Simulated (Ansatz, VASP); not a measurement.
# One calculation of PbS, two programs

```
Pb S
1.0
     0.00000    2.96500    2.96500
     2.96500    0.00000    2.96500
     2.96500    2.96500    0.00000
Pb S
1 1
Direct
  0.00000 0.00000 0.00000
  0.49026 0.49026 0.49026
```

Change from the starting cell: all S atoms moved -0.100 Å, as atom 2 along Cartesian [1 1 1].

Alike in both runs: task single point; functional PBEsol; k mesh 10 × 10 × 10; occupations gaussian, width 0.03 eV; no spin polarisation.

|  | VASP | Ansatz |
| --- | --- | --- |
| version | VASP 6.6.1 | Ansatz 0.2.0 |
| potentials or method | VASP PAW PBE potentials, release 64 (Pb_d, S) | scalar-relativistic, plane waves, PAW |
| plane-wave cutoff (eV) | 520 | 420 |
| valence electrons in the cell | 20 | 20 |

```tsv
	VASP	Ansatz	Ansatz less VASP
gap on the k mesh at the Fermi level (eV)	0.32	0.31	-0.005
least direct gap on the mesh (eV)	0.32	0.31	-0.005
pressure (GPa)	-0.7	-0.7	+0.05
rms of the force components (eV/Å)	0.028	0.027	-0.0009
```

Atom by atom the forces differ by 0.001 eV/Å (rms over components).

Caveats: the PAW data sets were made with another functional, which shifts forces and pressure a little (VASP); spin-orbit coupling is left out, which as a rule narrows the gap of such compounds by several tenths of an eV.
